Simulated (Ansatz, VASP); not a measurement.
# P: VASP beside Ansatz

```
P
1.0
     4.37873    0.00000    0.00000
    -2.18936    3.79209    0.00000
     0.00000    0.00000    2.47701
P
3
Direct
  0.00000 0.00000 0.00000
  0.33333 0.66667 0.50000
  0.66667 0.33333 0.50000
```

The cell was built by a generator and needn't be a form met in nature.

Alike in both runs: functional LDA; k mesh 8 × 8 × 12; occupations fermi-dirac, width 0.1 eV; no spin polarisation.

Ansatz relaxed the structure, and its values are those at the end. VASP's run is a single point on that final structure, the one shown.

|  | VASP | Ansatz |
| --- | --- | --- |
| version | VASP 6.6.1 | Ansatz 0.2.0 |
| potentials or method | VASP PAW LDA potentials, release 64 (P) | plane waves (420 eV) with PAW, scalar-relativistic |
| plane-wave cutoff (eV) | 520 | 420 |
| valence electrons in the cell | 15 | 15 |

Ansatz gave:

| Item | Value |
| --- | --- |
| pressure (GPa) | 0.0 |

Problem. Which values does VASP return?

Solution. Pressure (GPa): -0.1.

Ansatz warned: «pseudo_functional_mismatch».
